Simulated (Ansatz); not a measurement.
# PbSe (Clausthalite) (Fm-3m) in Ansatz: a series of runs, part 2 of 2

Ansatz 0.2.0. The steps go on from the part before.

## (4) Band structure, PBEsol, spin-orbit coupling, no magnetisation

File input.yaml:

```yaml
crystal:
  lattice:
    - [0.0, 3.06065, 3.06065]
    - [3.06065, 0.0, 3.06065]
    - [3.06065, 3.06065, 0.0]
  atoms:
    - { symbol: Pb, position: [0.0, 0.0, 0.0] }
    - { symbol: Se, position: [0.5, 0.5, 0.5] }
kpoints:
  mp_grid: { grid: [6, 6, 6] }
  band_path:
    path:
      - [0.0, 0.0, 0.0]
      - [0.5, 0.0, 0.5]
      - [0.5, 0.25, 0.75]
      - [0.375, 0.375, 0.75]
      - [0.0, 0.0, 0.0]
      - [0.5, 0.5, 0.5]
      - [0.625, 0.25, 0.625]
      - [0.5, 0.25, 0.75]
    npoints: 6
scf:
  occupations: { method: fermi_dirac, width: 0.05 }
hamiltonian:
  xc: pbesol
  pseudopotentials: { kind: all_electron, lapw: { basis_error: 0.001 } }
magnetization:
  noncollinear: true
  spin_orbit: true
output:
  forces: true
  stress: true
  eigenvalues: true
```

Potentials or basis: all-electron LAPW, relativistic spinors.

The run is started by

```
$ ansatz run input.yaml --threads 1 --pin off --max-ram 3072MiB --backend cpu --events-out ev --progress --plain --runs-dir out
```

Standard output:

```text
Warning: RAYON_NUM_THREADS=1 ignored (pool sized by the plan → 1); use --threads N
LAPW: plane waves up to 7.018 Å⁻¹, error target 1.0e-3 eV per atom; Dirac's equation on spinors; Se in spheres of 1.440 Å, 24 of its electrons in bands; Pb in spheres of 1.621 Å, 36 of its electrons in bands (how accurate: hamiltonian.pseudopotentials.lapw.basis_error, Limitations)
Engine: ansatz 0.2.0, aarch64-unknown-linux-gnu
Pseudopotentials: kind: all_electron
Pseudopotential: Pb, LAPW, valence charge 36, lapw/all_electron/dirac/gaussian/Pb, Dirac's equation, gaussian nucleus
Pseudopotential: Se, LAPW, valence charge 24, lapw/all_electron/dirac/gaussian/Se, Dirac's equation, gaussian nucleus
Functional definition: PBEsol
  exchange = pbesol_x
  correlation = pbesol_c
non-collinear run that drives no moment, with spin-orbit: no starting moment large enough to seed its density (crystal.atoms[].spin), no starting occupations that ask for one, no magnetisation constraint and no magnetic field, so the semilocal B_xc is pinned to zero
Crystal: 2 atoms, lattice volume = 57.342 Å³
Basis set: ecut = 187.65535509119152 eV, 331 PW (Γ), exchange–correlation at level 2
Bands: 72, of which v1, the nominal top of the filled ones, is band 60 counted from 1 (59 counted from 0)
Symmetry: 48 space group operations + 48 with time reversal
Magnetic group: BNS 225.117 (UNI 1619), of the structure as read, at distance tolerance 3.9e-5 Å
k-points: 16 of 216
Non-local potential: Pb, projectors of the file, none
Non-local potential: Se, projectors of the file, none
Initial density: superposition of atomic densities (chi_scale 0.1, normalization cell, long waves kept (reshape's long-wave potential 0.00 eV rms))
Initial wavefunctions: plane waves of lowest kinetic energy (no species holds an atomic orbital)
Functional: x = pbesol(κ = 0.804, μ = 0.12345679012345678), c = pbesol(β = 0.046)
iter 1 solved again at ethr=1.05e-3 eV; its pass at ethr=1.00e-1 eV (dr2=6.29e-1 eV) is discarded
SCF iter   1: F=—  HF=-635271.704791 eV  |F-HF|=—  |Δ(HF+E_count)|=         —  Δρ=2.14e-2  dr2=6.29e-1  dr2_m=0.00e0 (ungated)  ethr=1.05e-3  |M|=0.00e0 ∫|m|=0.00e0 μB  β_m=0.30  ⟨swp⟩=2.0  Hψ=7032  notcnv=0
preconditioner: auto → Kerker (q_TF=auto, 2.749 Å⁻¹)  [metal: Δε(μ)=0.057 eV  Ē_g=16.717 eV  σ=0.050 eV  W_gap=0.28  n_scr=14 (ndim 8)  ℏωp=21.9 eV  f_vac=0.122  D(μ)=0.34/eV (n_scr^D=0)]
spin=Noncollinear: Kerker preconditioning applied to the charge; magnetization (m_x, m_y, m_z) channels mix plain (no charge-response kernel on spin).
SCF iter   2: F=—  HF=-635271.579386 eV  |F-HF|=—  |Δ(HF+E_count)|=   1.25e-1  Δρ=1.56e-2  dr2=3.40e-1  dr2_m=0.00e0 (ungated)  ethr=1.05e-3  |M|=0.00e0 ∫|m|=0.00e0 μB  β_m=0.48  ⟨swp⟩=2.0  Hψ=3580  notcnv=0
SCF iter   3: F=—  HF=-635271.498005 eV  |F-HF|=—  |Δ(HF+E_count)|=   8.14e-2  Δρ=7.44e-3  dr2=8.04e-2  dr2_m=0.00e0 (ungated)  ethr=5.66e-4  |M|=0.00e0 ∫|m|=0.00e0 μB  β_m=0.74  ⟨swp⟩=2.0  Hψ=3292  notcnv=0
iter 4 solved again at ethr=3.33e-6 eV; its pass at ethr=1.34e-4 eV (dr2=2.00e-3 eV) is discarded
SCF iter   4: F=—  HF=-635271.497610 eV  |F-HF|=—  |Δ(HF+E_count)|=   3.96e-4  Δρ=1.56e-3  dr2=2.00e-3  dr2_m=0.00e0 (ungated)  ethr=3.33e-6  |M|=0.00e0 ∫|m|=0.00e0 μB  β_m=0.68  ⟨swp⟩=2.0  Hψ=5768  notcnv=0
SCF iter   5: F=—  HF=-635271.494428 eV  |F-HF|=—  |Δ(HF+E_count)|=   3.18e-3  Δρ=7.28e-4  dr2=2.49e-4  dr2_m=0.00e0 (ungated)  ethr=3.33e-6  |M|=0.00e0 ∫|m|=0.00e0 μB  β_m=0.75  ⟨swp⟩=2.1  Hψ=3412  notcnv=0
SCF iter   6: F=—  HF=-635271.494535 eV  |F-HF|=—  |Δ(HF+E_count)|=   1.07e-4  Δρ=3.37e-4  dr2=6.12e-5  dr2_m=0.00e0 (ungated)  ethr=4.14e-7  |M|=0.00e0 ∫|m|=0.00e0 μB  β_m=0.88  ⟨swp⟩=2.6  Hψ=3436  notcnv=0
SCF iter   7: F=—  HF=-635271.494577 eV  |F-HF|=—  |Δ(HF+E_count)|=   4.18e-5  Δρ=7.46e-5  dr2=5.22e-6  dr2_m=0.00e0 (ungated)  ethr=1.02e-7  |M|=0.00e0 ∫|m|=0.00e0 μB  β_m=0.74  ⟨swp⟩=3.0  Hψ=3485  notcnv=0
SCF iter   8: F=—  HF=-635271.494573 eV  |F-HF|=—  |Δ(HF+E_count)|=   4.08e-6  Δρ=3.18e-5  dr2=7.20e-7  dr2_m=0.00e0 (ungated)  ethr=8.70e-9  |M|=0.00e0 ∫|m|=0.00e0 μB  β_m=0.73  ⟨swp⟩=2.7  Hψ=3440  notcnv=0
SCF iter   9: F=—  HF=-635271.494573 eV  |F-HF|=—  |Δ(HF+E_count)|=   3.16e-7  Δρ=1.42e-5  dr2=1.83e-7  dr2_m=0.00e0 (ungated)  ethr=1.20e-9  |M|=0.00e0 ∫|m|=0.00e0 μB  β_m=0.87  ⟨swp⟩=3.0  Hψ=3506  notcnv=0
SCF iter  10: F=-635271.494574 eV  HF=-635271.494574 eV  |F-HF|=8.61e-9  |Δ(HF+E_count)|=   6.60e-8  Δρ=5.57e-6  dr2=3.63e-8  dr2_m=0.00e0 (ungated)  ethr=3.05e-10  |M|=0.00e0 ∫|m|=0.00e0 μB  ⟨swp⟩=2.7  Hψ=3446  notcnv=0
SCF 1 converged in 10 iterations: F = -635271.494574 eV  dr2 = 3.63e-8
NSCF: frozen V_eff on 43 k-points
SCF converged after 10 iterations
Magnetization: |M| = 0.0000 μB,  M = (+0.0000, +0.0000, +0.0000) μB
Absolute magnetization: 0.0000 μB (∫|m|)
  site 0: m = (+0.0000, +0.0000, +0.0000) μB, |m| = 0.0000 μB  (R = 1.62 Å)
  site 1: m = (+0.0000, +0.0000, +0.0000) μB, |m| = 0.0000 μB  (R = 1.44 Å)
Free energy (F): -635271.494574 eV
Harris-Foulkes:  -635271.494574 eV  (|F-HF|=8.61e-9)
Internal energy: -635271.493693 eV  (E = F + TS)
E sigma→0 (E₀):  -635271.494133 eV
Entropy (-TS):   -0.000881 eV (-0.441 meV/atom)
Fermi energy:    11.449755 eV
--- Per-component energies (eV) ---
  E_band       = -3861.508656
  E_kinetic    = 729442.031861
  E_xc         = -12815.741828
  E_electrostatic = -1351897.783725  (all electrons and nuclei)
  E_smearing   = -0.000881  (= −TS)
  E_closure    = 0.000000  (closes the sum)
  E_atoms      = -635262.571242  (free atoms, spherical and without spin; not in F)
  Σ components = -635271.494574   (vs F -635271.494574, Δ=0.00e0)
  Basis errors (estimates in eV, not in F): energy 3.5e-4 per atom: plane waves 3.3e-4 (1.8e-4 summed), levels above the bands 5.7e-73, relativity 3.2e-8, radial functions 1.9e-5, core shells 1.6e-8; eigenvalues (radial functions only) 3.4e-6; not estimated: angular momenta, meshes, grids; target (lapw.basis_error) 1.0e-3; muffin-tin radii Se 1.440 Å, Pb 1.621 Å
--- Forces (eV/Å), atoms counted from 1 ---
  atom   1  Pb     0.00000000     0.00000000    -0.00000000
  atom   2  Se     0.00000000    -0.00000000     0.00000000
  max |Σ_I F_I| component: 2.08e-25 eV/Å
--- Stress (GPa, compression-positive) ---
       -1.137666       0.000000       0.000000
        0.000000      -1.137666      -0.000000
        0.000000      -0.000000      -1.137666
  P = ⅓ Tr σ = -1.1377 GPa (-11.377 kbar)
--- Band table (eV; the first three rows and the last of 16) ---
  k-point 0: bands = ["-195.7238", "-195.7238", "-139.3891", "-139.3891", "-133.5163", "-133.5163", "-133.5163", "-133.5163", "-127.4475", "-127.4475", "-119.1087", "-119.1087", "-119.1064", "-119.1064", "-119.1064", "-119.1064", "-114.0770", "-114.0770", "-114.0749", "-114.0749", "-114.0749", "-114.0749", "-114.0737", "-114.0737", "-86.0200", "-86.0200", "-63.6057", "-63.6057", "-63.6057", "-63.6057", "-36.3651", "-36.3651", "-36.3651", "-36.3651", "-35.4713", "-35.4713", "-35.4713", "-35.4713", "-35.4701", "-35.4701", "-6.5634", "-6.5634", "-6.5634", "-6.5634", "-3.9918", "-3.9918", "-3.9918", "-3.9918", "-3.9907", "-3.9907", "-2.0776", "-2.0776", "5.3108", "5.3108", "9.1694", "9.1694", "9.8439", "9.8439", "9.8439", "9.8439", "14.6037", "14.6037", "16.9628", "16.9628", "16.9628", "16.9628", "18.0041", "18.0041", "18.0041", "18.0041", "18.1429", "18.1429"]
  k-point 1: bands = ["-195.7238", "-195.7238", "-139.3891", "-139.3891", "-133.5163", "-133.5163", "-133.5163", "-133.5163", "-127.4475", "-127.4475", "-119.1087", "-119.1087", "-119.1064", "-119.1064", "-119.1064", "-119.1064", "-114.0770", "-114.0770", "-114.0749", "-114.0749", "-114.0749", "-114.0749", "-114.0737", "-114.0737", "-86.0200", "-86.0200", "-63.6057", "-63.6057", "-63.6057", "-63.6057", "-36.3651", "-36.3651", "-36.3651", "-36.3651", "-35.4713", "-35.4713", "-35.4713", "-35.4713", "-35.4701", "-35.4701", "-6.5641", "-6.5641", "-6.5607", "-6.5607", "-3.9982", "-3.9982", "-3.9880", "-3.9880", "-3.9852", "-3.9852", "-1.8752", "-1.8752", "4.6504", "4.6504", "9.3663", "9.3663", "9.9007", "9.9007", "10.1981", "10.1981", "13.7085", "13.7085", "15.3048", "15.3048", "15.7741", "15.7741", "17.8111", "17.8111", "18.6116", "18.6116", "18.6628", "18.6628"]
  k-point 2: bands = ["-195.7238", "-195.7238", "-139.3891", "-139.3891", "-133.5163", "-133.5163", "-133.5163", "-133.5163", "-127.4475", "-127.4475", "-119.1087", "-119.1087", "-119.1064", "-119.1064", "-119.1064", "-119.1064", "-114.0770", "-114.0770", "-114.0749", "-114.0749", "-114.0749", "-114.0749", "-114.0737", "-114.0737", "-86.0200", "-86.0200", "-63.6058", "-63.6058", "-63.6057", "-63.6057", "-36.3651", "-36.3651", "-36.3651", "-36.3651", "-35.4713", "-35.4713", "-35.4713", "-35.4713", "-35.4701", "-35.4701", "-6.5656", "-6.5656", "-6.5555", "-6.5555", "-4.0112", "-4.0112", "-3.9804", "-3.9804", "-3.9745", "-3.9745", "-1.3768", "-1.3768", "3.4539", "3.4539", "9.6994", "9.6994", "10.0563", "10.0563", "10.8519", "10.8519", "12.3410", "12.3410", "13.6147", "13.6147", "14.3526", "14.3526", "18.5541", "18.5541", "20.0734", "20.0734", "20.0980", "20.0980"]
  k-point 15: bands = ["-195.7238", "-195.7238", "-139.3891", "-139.3891", "-133.5163", "-133.5163", "-133.5163", "-133.5163", "-127.4475", "-127.4475", "-119.1087", "-119.1087", "-119.1064", "-119.1064", "-119.1064", "-119.1064", "-114.0770", "-114.0770", "-114.0749", "-114.0749", "-114.0749", "-114.0749", "-114.0737", "-114.0737", "-86.0200", "-86.0200", "-63.6058", "-63.6058", "-63.6058", "-63.6058", "-36.3651", "-36.3651", "-36.3650", "-36.3650", "-35.4713", "-35.4713", "-35.4713", "-35.4713", "-35.4700", "-35.4700", "-6.5730", "-6.5730", "-6.5566", "-6.5566", "-4.0779", "-4.0779", "-3.9902", "-3.9902", "-3.9552", "-3.9552", "-0.6227", "-0.6227", "3.7820", "3.7820", "6.8295", "6.8295", "7.7029", "7.7029", "9.8983", "9.8983", "14.2106", "14.2106", "15.9047", "15.9047", "16.9325", "16.9325", "18.0995", "18.0995", "20.7888", "20.7888", "23.2352", "23.2352"]
```

It took 1.8 min on 1 thread of Arm Neoverse V1, shared host; peak memory 0.42 GiB.

What came out:

```yaml
Free_energy: -635271.4946 eV
Pressure: -1.1 GPa
Band_gap_on_the_k_mesh: 0.27 eV, direct
Band_gap_along_the_path: 0.27 eV, direct
```

Levels at the corners of the path, in eV from the valence-band top:
```csv
point,band 56,band 57,band 58,band 59,band 60,band 61,band 62,band 63,band 64,band 65
Γ,-2.15,-1.47,-1.47,-1.47,-1.47,3.29,3.29,5.65,5.65,5.65
X,-4.84,-3.30,-3.30,-2.81,-2.81,3.87,3.87,4.78,4.78,6.37
W,-4.19,-3.96,-3.96,-0.57,-0.57,1.88,1.88,5.05,5.05,5.19
K,-4.43,-2.65,-2.65,-2.10,-2.10,3.20,3.20,4.32,4.32,5.60
Γ,-2.15,-1.47,-1.47,-1.47,-1.47,3.29,3.29,5.65,5.65,5.65
L,-1.38,-1.15,-1.15,0.00,0.00,0.27,0.27,1.58,1.58,2.46
U,-4.43,-2.65,-2.65,-2.10,-2.10,3.20,3.20,4.32,4.32,5.60
W,-4.19,-3.96,-3.96,-0.57,-0.57,1.88,1.88,5.05,5.05,5.19
```

## (5) Summary

```tsv
potentials or basis	spin	k mesh	gap on the mesh (eV)	pressure (GPa)
all-electron LAPW, inner shells corrected to Dirac's equation	off	8 × 8 × 8	0.20	-0.5
all-electron LAPW, scalar-relativistic	off	6 × 6 × 6	0.20	-0.6
all-electron LAPW, relativistic spinors	SOC, no magnetisation	6 × 6 × 6	0.27	-1.1
```

Alike in all rows: task band structure; level PBEsol; cell as given; cutoff (eV) 188; smearing fermi-dirac 0.05 eV; basis error allowed 0.001 eV/atom.

Caveats: spin-orbit coupling is left out, which as a rule narrows the gap of such compounds by several tenths of an eV (some runs).

Compare energies only between runs with the same functional and basis.

## (6) Comparison with measurements

Step 2. Measured gap of PbSe: 0.15 eV (direct; 4.2 K; a printed reference work, monograph). This calculation gives 0.20 eV (+0.05 eV). 2 values of this kind are on record (0.15 to 0.28 eV); this one was drawn at random. Spin-orbit coupling on Pb, Se is left out. The value is that of PBEsol, without temperature or zero-point motion.

Step 3. Against the measured gap of PbSe, 0.15 eV (direct; 4.2 K; a printed reference work, monograph), the calculated 0.20 eV is off by +0.05 eV. 2 values of this kind are on record (0.15 to 0.28 eV); this one was drawn at random. Spin-orbit coupling on Pb, Se is left out. The value is that of PBEsol, without temperature or zero-point motion.

Step 4. Against the measured gap of PbSe, 0.15 eV (direct; 4.2 K; a printed reference work, monograph), the calculated 0.27 eV is off by +0.12 eV. 2 values of this kind are on record (0.15 to 0.28 eV); this one was drawn at random. The value is that of PBEsol, without temperature or zero-point motion.
